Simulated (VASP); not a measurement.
# NiO (Fm-3m) in VASP: single point with PBE+U

Aim: the single point of NiO with PBE+U.

All numbers are computed with VASP 6.6.1; they aren't measurements. Logs are shortened: lines on timing, memory, paths and dates and some standing lists are left out, and cuts for length are marked.

### 1 The crystal as given

The structure is cubic, space group Fm-3m (No. 225). Conventional cell: a = 4.196 Å, b = 4.196 Å, c = 4.196 Å, α = 90.00°, β = 90.00°, γ = 90.00°. Ni (site symmetry m-3m) is surrounded by 6 O at 2.10 Å. O (site symmetry m-3m) has 6 Ni at 2.10 Å as nearest neighbours.

### 2 Single point, PBE+U, collinear spin, ferromagnetic start

INCAR

```
PREC     = Normal         # precision mode
ENCUT    = 450            # plane-wave cutoff, eV
EDIFF    = 1E-7           # SCF threshold, eV
ISMEAR   = 0              # smearing method
SIGMA    = 0.01           # smearing width, eV
LREAL    = Auto         
LASPH    = T              # aspherical terms in the spheres
NELM     = 150            # most SCF steps
ALGO     = Normal         # electronic algorithm
ISIF     = 2              # what is computed and relaxed
LWAVE    = F              # write WAVECAR
LCHARG   = F              # write CHGCAR
ISPIN    = 2              # spin polarisation
MAGMOM   = 2 2 2 2 2 2 2 2 2 2 2 2 2 2 2 2 0.2 0.2 0.2 0.2 0.2 0.2 0.2 0.2 0.2 0.2 0.2 0.2 0.2 0.2 0.2 0.2 # initial moments
LORBIT   = 11             # projections on sites
LMAXMIX  = 4              # l up to which the mixer works
LDAU     = T              # DFT+U
LDAUTYPE = 2            
LDAUL    = 2 -1           # shell
LDAUU    = 6.2 0          # U, eV
LDAUJ    = 0 0          
LDAUPRINT= 1            
GGA      = PE             # functional
AMIX     = 0.2          
BMIX     = 1E-4         
AMIX_MAG = 0.8          
BMIX_MAG = 1E-4         
ICORELEVEL= 1
```

KPOINTS

```
Automatic mesh
0
Monkhorst-Pack
  2 2 2
```

POSCAR

```
NiO
1.0
   -4.1956280000      4.1956280000     -4.1956280000
    4.1956280000     -4.1956280000     -4.1956280000
   -4.1956280000     -4.1956280000      4.1956280000
Ni O
16 16
Direct
    0.2500000000      0.7500000000      0.0000000000
    0.0000000000      0.7500000000      0.2500000000
    0.7500000000      0.7500000000      0.5000000000
    0.5000000000      0.5000000000      0.0000000000
    0.5000000000      0.7500000000      0.7500000000
    0.2500000000      0.5000000000      0.2500000000
    0.0000000000      0.5000000000      0.5000000000
    0.7500000000      0.2500000000      0.0000000000
    0.7500000000      0.5000000000      0.7500000000
    0.5000000000      0.2500000000      0.2500000000
    0.2500000000      0.2500000000      0.5000000000
    0.0000000000      0.0000000000      0.0000000000
    0.0000000000      0.2500000000      0.7500000000
    0.7500000000      0.0000000000      0.2500000000
    0.5000000000      0.0000000000      0.5000000000
    0.2500000000      0.0000000000      0.7500000000
    0.7500000000      0.2500000000      0.5000000000
    0.5000000000      0.2500000000      0.7500000000
    0.2500000000      0.2500000000      0.0000000000
    0.0000000000      0.0000000000      0.5000000000
    0.0000000000      0.2500000000      0.2500000000
    0.7500000000      0.0000000000      0.7500000000
    0.5000000000      0.0000000000      0.0000000000
    0.2500000000      0.7500000000      0.5000000000
    0.2500000000      0.0000000000      0.2500000000
    0.0000000000      0.7500000000      0.7500000000
    0.7500000000      0.7500000000      0.0000000000
    0.5000000000      0.5000000000      0.5000000000
    0.5000000000      0.7500000000      0.2500000000
    0.2500000000      0.5000000000      0.7500000000
    0.0000000000      0.5000000000      0.0000000000
    0.7500000000      0.5000000000      0.2500000000
```

Potentials or basis: VASP PAW PBE potentials, release 64 (Ni, O).

Run with:

```sh
cat potpaw_PBE.64/Ni/POTCAR potpaw_PBE.64/O/POTCAR > POTCAR
mpirun -np 1 vasp_std > vasp.out
```

OUTCAR:

```text
PREC = Normal
   ENCUT = 450
   EDIFF = 1E-7
   ISMEAR = 0
   LREAL = Auto
   LASPH = T
   NELM = 150
   ISIF = 2
   ISPIN = 2
   LORBIT = 11
   GGA = PE
   AMIX = 0.2
   AMIX_MAG = 0.8

 ion  position               nearest neighbor table
   1  0.250  0.750  0.000-  23 2.10  25 2.10  26 2.10  29 2.10  30 2.10  31 2.10  14 2.97  15 2.97
                            16 2.97   2 2.97   4 2.97   5 2.97   6 2.97  10 2.97  12 2.97   7 2.97
   2  0.000  0.750  0.250-  20 2.10  24 2.10  25 2.10  27 2.10  31 2.10  32 2.10  14 2.97  15 2.97
                            16 2.97   1 2.97   3 2.97   6 2.97   7 2.97  11 2.97  12 2.97   9 2.97
   3  0.750  0.750  0.500-  20 2.10  22 2.10  26 2.10  28 2.10  29 2.10  32 2.10  14 2.97  15 2.97
                            16 2.97   2 2.97   5 2.97   7 2.97   9 2.97  12 2.97  13 2.97   4 2.97
   4  0.500  0.500  0.000-  18 2.10  19 2.10  27 2.10  29 2.10  30 2.10  32 2.10   9 2.97  10 2.97
                            14 2.97   1 2.97   2 2.97   3 2.97   5 2.97   6 2.97   8 2.97  11 2.97
   5  0.500  0.750  0.750-  22 2.10  23 2.10  24 2.10  27 2.10  28 2.10  30 2.10  14 2.97  15 2.97
                            16 2.97   1 2.97   3 2.97   4 2.97   8 2.97   9 2.97  12 2.97   6 2.97
   6  0.250  0.500  0.250-  19 2.10  21 2.10  24 2.10  28 2.10  29 2.10  31 2.10  10 2.97  11 2.97
                            15 2.97   1 2.97   2 2.97   3 2.97   4 2.97   5 2.97   7 2.97  13 2.97
   7  0.000  0.500  0.500-  17 2.10  21 2.10  24 2.10  26 2.10  30 2.10  32 2.10  11 2.97  13 2.97
                            16 2.97   1 2.97   2 2.97   3 2.97   5 2.97   6 2.97   9 2.97   8 2.97
   8  0.750  0.250  0.000-  18 2.10  21 2.10  22 2.10  23 2.10  31 2.10  32 2.10  12 2.97  13 2.97
                            14 2.97   2 2.97   4 2.97   6 2.97   7 2.97   9 2.97  10 2.97  15 2.97
   9  0.750  0.500  0.750-  17 2.10  18 2.10  26 2.10  27 2.10  28 2.10  31 2.10   8 2.97  12 2.97
[... 17 lines left out ...]
  19  0.250  0.250  0.000-   4 2.10   6 2.10  10 2.10  12 2.10  13 2.10  16 2.10
  20  0.000  0.000  0.500-   2 2.10   3 2.10  11 2.10  13 2.10  14 2.10  16 2.10
  21  0.000  0.250  0.250-   6 2.10   7 2.10   8 2.10  11 2.10  12 2.10  14 2.10
  22  0.750  0.000  0.750-   3 2.10   5 2.10   8 2.10  12 2.10  13 2.10  15 2.10
[... 8 lines left out ...]
  31  0.000  0.500  0.000-   1 2.10   2 2.10   6 2.10   8 2.10   9 2.10  13 2.10
  32  0.750  0.500  0.250-   2 2.10   3 2.10   4 2.10   7 2.10   8 2.10  10 2.10

  LATTYP: Found a body centered cubic cell.
 ALAT       =     8.3912560000

  Lattice vectors:

 A1 = (  -4.1956280000,   4.1956280000,  -4.1956280000)
 A2 = (   4.1956280000,  -4.1956280000,  -4.1956280000)
 A3 = (  -4.1956280000,  -4.1956280000,   4.1956280000)

Analysis of symmetry for initial positions (statically):
=====================================================================
 Subroutine PRICEL returns following result:

  LATTYP: Found a face centered cubic cell.
 ALAT       =     4.1956280000
[... 12 lines left out ...]
 Subroutine GETGRP returns: Found 48 space group operations
 (whereof 48 operations were pure point group operations)
 out of a pool of 48 trial point group operations.

The static configuration has the point symmetry O_h .

Analysis of symmetry for dynamics (positions and initial velocities):
=====================================================================
 Subroutine PRICEL returns following result:

  LATTYP: Found a face centered cubic cell.
 ALAT       =     4.1956280000
[... 12 lines left out ...]
 Subroutine GETGRP returns: Found 48 space group operations
 (whereof 48 operations were pure point group operations)
 out of a pool of 48 trial point group operations.

The dynamic configuration has the point symmetry O_h .

Analysis of structural, dynamic, and magnetic symmetry:
=====================================================================
 Subroutine PRICEL returns following result:

  LATTYP: Found a face centered cubic cell.
 ALAT       =     4.1956280000
[... 12 lines left out ...]
 Subroutine GETGRP returns: Found 48 space group operations
 (whereof 48 operations were pure point group operations)
 out of a pool of 48 trial point group operations.

The overall configuration has the point symmetry O_h .

 Subroutine INISYM returns: Found 48 space group operations
 (whereof 48 operations are pure point group operations),
 and found    16 'primitive' translations

----------------------------------------------------------------------------------------

[... 114 lines left out ...]

spin component  1
[... 512 lines left out ...]
  o =  0.1359  v =  0.0000  0.0000  0.0000  0.0000  0.0000  0.0000 -0.0000  0.0131  0.0000  0.9999      0.0000  0.0000  0.0000  0.0000  0.0000  0.0000  0.0000  0.0000  0.0000  0.0000
  o =  0.1359  v =  0.0000  0.0000  0.0000  0.0000  0.0000  0.0000 -0.0000  0.9999  0.0000 -0.0131      0.0000  0.0000  0.0000  0.0000  0.0000  0.0000  0.0000  0.0000  0.0000  0.0000
  o =  0.9819  v =  0.0000  0.0000  0.0000  0.0000  0.0000  0.0000 -0.9839 -0.0000  0.1787 -0.0000      0.0000  0.0000  0.0000  0.0000  0.0000  0.0000  0.0000  0.0000  0.0000  0.0000
  o =  0.9819  v =  0.0000  0.0000  0.0000  0.0000  0.0000  1.0000  0.0000  0.0000  0.0000  0.0000      0.0000  0.0000  0.0000  0.0000  0.0000  0.0000  0.0000  0.0000  0.0000  0.0000
  o =  0.9819  v =  0.0000  0.0000  0.0000  0.0000  0.0000  0.0000  0.1787  0.0000  0.9839 -0.0000      0.0000  0.0000  0.0000  0.0000  0.0000  0.0000  0.0000  0.0000  0.0000  0.0000
  o =  0.9832  v =  0.0000  1.0000  0.0000 -0.0033 -0.0000  0.0000  0.0000  0.0000  0.0000  0.0000      0.0000  0.0000  0.0000  0.0000  0.0000  0.0000  0.0000  0.0000  0.0000  0.0000
  o =  0.9832  v =  0.0000 -0.0033 -0.0000 -1.0000  0.0000  0.0000  0.0000  0.0000  0.0000  0.0000      0.0000  0.0000  0.0000  0.0000  0.0000  0.0000  0.0000  0.0000  0.0000  0.0000
  o =  0.9832  v =  1.0000  0.0000  0.0000  0.0000  0.0000  0.0000  0.0000  0.0000  0.0000  0.0000      0.0000  0.0000  0.0000  0.0000  0.0000  0.0000  0.0000  0.0000  0.0000  0.0000
  o =  1.0358  v =  0.0000 -0.0000  1.0000 -0.0000 -0.0050  0.0000  0.0000  0.0000  0.0000  0.0000      0.0000  0.0000  0.0000  0.0000  0.0000  0.0000  0.0000  0.0000  0.0000  0.0000
  o =  1.0358  v =  0.0000 -0.0000 -0.0050 -0.0000 -1.0000  0.0000  0.0000  0.0000  0.0000  0.0000      0.0000  0.0000  0.0000  0.0000  0.0000  0.0000  0.0000  0.0000  0.0000  0.0000

 number of electron     256.0000421 magnetization      31.9999897

 Free energy of the ion-electron system (eV)
  ---------------------------------------------------
  ext. energy  EPLUGINS =         0.00000000
  ---------------------------------------------------
  free energy    TOTEN  =      -162.65251900 eV

  energy without entropy =     -162.65251900  energy(sigma->0) =     -162.65251900

 the core state eigenenergies are
   1-  1s  -8197.5484  2s   -967.4358  2p   -830.3145  3s    -96.4912  3p    -56.8668

   2-  1s  -8197.5484  2s   -967.4358  2p   -830.3145  3s    -96.4912  3p    -56.8668

   3-  1s  -8197.5484  2s   -967.4358  2p   -830.3145  3s    -96.4912  3p    -56.8668
[... 29 lines left out ...]
  19-  1s   -498.1702
  20-  1s   -498.1702
  21-  1s   -498.1702
  22-  1s   -498.1702
[... 8 lines left out ...]
  31-  1s   -498.1702
  32-  1s   -498.1702

 E-fermi :   6.5849     XC(G=0): -12.5659

 val. band max:        6.5374697883   @ k =  -0.2500   0.2500   0.2500
 cond. band min:       9.2309901936   @ k =  -0.2500   0.2500   0.2500
 fundamental gap:      2.6935204053
 Fermi energy:         6.5848932270

 spin component 1

 k-point     1 :       0.2500    0.2500    0.2500
  band No.  band energies     occupation
      1     -11.4837      1.00000
      2     -11.4837      1.00000
      3     -11.4836      1.00000
      4     -11.4836      1.00000
      5     -10.8463      1.00000
      6     -10.8463      1.00000
[... 275 lines left out ...]
    139       5.9594      1.00000
    140       5.9595      1.00000
 Fermi energy:         6.5848932270

 spin component 2

 k-point     1 :       0.2500    0.2500    0.2500
  band No.  band energies     occupation
      1     -11.1764      1.00000
      2     -11.1764      1.00000
      3     -11.1764      1.00000
      4     -11.1764      1.00000
      5     -10.3012      1.00000
      6     -10.3012      1.00000
[... 275 lines left out ...]
    139      10.9014      0.00000
    140      10.9014      0.00000
 [bands above 140 left out]

------------------------ aborting loop because EDIFF is reached ----------------------------------------

  FORCE on cell =-STRESS in cart. coord.  units (eV):
  Direction    XX          YY          ZZ          XY          YZ          ZX
  --------------------------------------------------------------------------------------
  -------------------------------------------------------------------------------------
  Total       -2.5235908     -2.5235908     -2.5235908     -0.0000000      0.0000000     -0.0000000
  in kB      -13.6860654    -13.6860654    -13.6860654     -0.0000000      0.0000000     -0.0000000
  external PRESSURE =     -13.6860654 kB  Pullay stress =       0.0000000 kB

 VOLUME and BASIS-vectors are now :
 -----------------------------------------------------------------------------
  energy-cutoff  :      450.00
  volume of cell :      295.43
      direct lattice vectors                 reciprocal lattice vectors
    -4.195628000  4.195628000 -4.195628000    -0.119171671  0.000000000 -0.119171671
     4.195628000 -4.195628000 -4.195628000     0.000000000 -0.119171671 -0.119171671
    -4.195628000 -4.195628000  4.195628000    -0.119171671 -0.119171671  0.000000000

 POSITION                                       TOTAL-FORCE (eV/Angst)
 -----------------------------------------------------------------------------------
      2.09781     -2.09781     -4.19563         0.000000     -0.000000     -0.000000
      2.09781     -4.19563     -2.09781        -0.000000     -0.000000      0.000000
     -2.09781     -2.09781     -4.19563        -0.000000      0.000000      0.000000
      0.00000      0.00000     -4.19563         0.000000      0.000000      0.000000
     -2.09781     -4.19563     -2.09781        -0.000000     -0.000000      0.000000
      0.00000     -2.09781     -2.09781        -0.000000      0.000000     -0.000000
[... 24 lines left out ...]
      2.09781     -2.09781     -2.09781        -0.000000      0.000000      0.000000
     -2.09781      0.00000     -4.19563         0.000000     -0.000000      0.000000
 -----------------------------------------------------------------------------------
    total drift:                                0.000000     -0.000000     -0.000000

  FREE ENERGIE OF THE ION-ELECTRON SYSTEM (eV)
  ---------------------------------------------------
  free  energy   TOTEN  =      -162.6525190003 eV

  energy  without entropy=     -162.6525190003  energy(sigma->0) =     -162.65251900

 total charge

# of ion       s       p       d       tot
------------------------------------------
    1        0.341   0.416   8.212   8.968
    2        0.341   0.416   8.212   8.968
    3        0.341   0.416   8.212   8.968
    4        0.341   0.416   8.212   8.968
    5        0.341   0.416   8.212   8.968
    6        0.341   0.416   8.212   8.968
[... 24 lines left out ...]
   31        1.557   3.480   0.000   5.037
   32        1.557   3.480   0.000   5.037
--------------------------------------------------
tot         30.364  62.340 131.384 224.088

 magnetization (x)

# of ion       s       p       d       tot
------------------------------------------
    1        0.012   0.013   1.801   1.826
    2        0.012   0.013   1.801   1.826
    3        0.012   0.013   1.801   1.826
    4        0.012   0.013   1.801   1.826
    5        0.012   0.013   1.801   1.826
    6        0.012   0.013   1.801   1.826
[... 24 lines left out ...]
   31        0.018   0.151   0.000   0.168
   32        0.018   0.151   0.000   0.168
--------------------------------------------------
tot          0.472   2.618  28.815  31.905
```

Wall time 3.2 min (1 thread of Intel Xeon 6975P-C (Granite Rapids), shared host); peak memory 0.36 GiB.

Results:

| Item | Value |
| --- | --- |
| Free energy | -162.6525 eV |
| Net moment | 32.00 μB per cell |
| Site moments | Ni +1.83; O +0.17 μB |
| Valence electrons inside the program's atomic spheres | Ni 8.97; O 5.04 |

Eigenvalues of the final occupation matrices:
| site | spin | trace | eigenvalues |
| --- | --- | --- | --- |
| site 1 d | 1 | 5.02 | 0.98 0.98 0.98 1.04 1.04 |
| site 1 d | 2 | 3.22 | 0.14 0.14 0.98 0.98 0.98 |
| site 2 d | 1 | 5.02 | 0.98 0.98 0.98 1.04 1.04 |
| site 2 d | 2 | 3.22 | 0.14 0.14 0.98 0.98 0.98 |
| site 3 d | 1 | 5.02 | 0.98 0.98 0.98 1.04 1.04 |
| site 3 d | 2 | 3.22 | 0.14 0.14 0.98 0.98 0.98 |
| site 4 d | 1 | 5.02 | 0.98 0.98 0.98 1.04 1.04 |
| site 4 d | 2 | 3.22 | 0.14 0.14 0.98 0.98 0.98 |
| site 5 d | 1 | 5.02 | 0.98 0.98 0.98 1.04 1.04 |
| site 5 d | 2 | 3.22 | 0.14 0.14 0.98 0.98 0.98 |
| site 6 d | 1 | 5.02 | 0.98 0.98 0.98 1.04 1.04 |
| site 6 d | 2 | 3.22 | 0.14 0.14 0.98 0.98 0.98 |

Core levels (eV, on the scale of the bands):
| atom | levels |
| --- | --- |
| 1 Ni | 1s -8197.5, 2s -967.4, 2p -830.3, 3s -96.5, 3p -56.9 |
| 2 Ni | 1s -8197.5, 2s -967.4, 2p -830.3, 3s -96.5, 3p -56.9 |
| 3 Ni | 1s -8197.5, 2s -967.4, 2p -830.3, 3s -96.5, 3p -56.9 |
| 4 Ni | 1s -8197.5, 2s -967.4, 2p -830.3, 3s -96.5, 3p -56.9 |
| 5 Ni | 1s -8197.5, 2s -967.4, 2p -830.3, 3s -96.5, 3p -56.9 |
| 6 Ni | 1s -8197.5, 2s -967.4, 2p -830.3, 3s -96.5, 3p -56.9 |

Caveat: the k mesh is coarse (spacing up to 0.53 Å⁻¹), so the values aren't converged; the cutoff is under 1.25 times the usual one of these potentials, so pressure, stress and relaxed cells hold a basis-set (Pulay) error.
